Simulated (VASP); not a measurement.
Set up this calculation in VASP 6.6.1, as the native input.

```yaml
Task: relaxation of cell and atoms
Functional: PBE
Dispersion: D3(BJ)
Potentials_or_basis: VASP PAW PBE potentials, release 64 (Au)
Cutoff: 600 eV
k_mesh: 18 × 18 × 18
Occupations: gaussian, width 0.1 eV
Spin: no spin polarisation
Further_INCAR_settings: ALGO = Normal; EDIFF = 1e-07; IBRION = 2; EDIFFG = -0.005; NSW = 90; ISIF = 3
```

The structure of Au lies in POSCAR:

```
Au
1.0
   -1.6198059000      1.6198059000      1.6198059000
    1.6198059000     -1.6198059000      1.6198059000
    1.6198059000      1.6198059000     -1.6198059000
Au
1
Direct
    0.0000000000      0.0000000000      0.0000000000
```

This isn't the form of Au at room conditions, which is fcc.

These files were run (other wordings do the same):

INCAR

```
PREC     = Accurate       # precision mode
ENCUT    = 600            # plane-wave cutoff, eV
EDIFF    = 1E-7           # SCF threshold, eV
ISMEAR   = 0              # smearing method
SIGMA    = 0.1            # smearing width, eV
LREAL    = False          # projectors in reciprocal space
LASPH    = True           # aspherical terms in the spheres
NELM     = 60             # most SCF steps
ALGO     = Normal         # electronic algorithm
ISIF     = 3              # what is computed and relaxed
LWAVE    = False          # write WAVECAR
LCHARG   = False          # write CHGCAR
GGA      = PE             # functional
IVDW     = 12             # dispersion correction
IBRION   = 2              # ionic algorithm
NSW      = 90             # ionic steps
EDIFFG   = -0.005         # ionic threshold
```

KPOINTS

```
Automatic mesh
0
Gamma
  18 18 18
```

Potentials or basis: VASP PAW PBE potentials, release 64 (Au).

Launch:

```console
$ cat potpaw_PBE.64/Au/POTCAR > POTCAR
$ mpirun -np 1 vasp_std > vasp.out
```

It gave:

```yaml
Relaxed_volume: 17.26 Å³/atom
Relaxed_cell: a = 2.820 Å, b = 2.820 Å, c = 2.820 Å, α = 109.47°, β = 109.47°, γ = 109.47°
Space_group_after_relaxing_to_0.05_Å: Im-3m (No. 229)
Energy_gained_by_relaxing: 2.1 meV/atom
Ionic_steps: 3
Pressure_after_relaxing: 0.0 GPa
Band_gap_on_the_k_mesh: none (metal or under the smearing width)
Dispersion_energy_per_atom: -0.656 eV
```

Caveat: pairwise dispersion overbinds metals, which lowers pressure and volume.

Wall time 24 s on 1 thread of Intel(R) Xeon(R) 6975P-C (Granite Rapids), with other jobs on the host, peak memory 0.18 GiB.
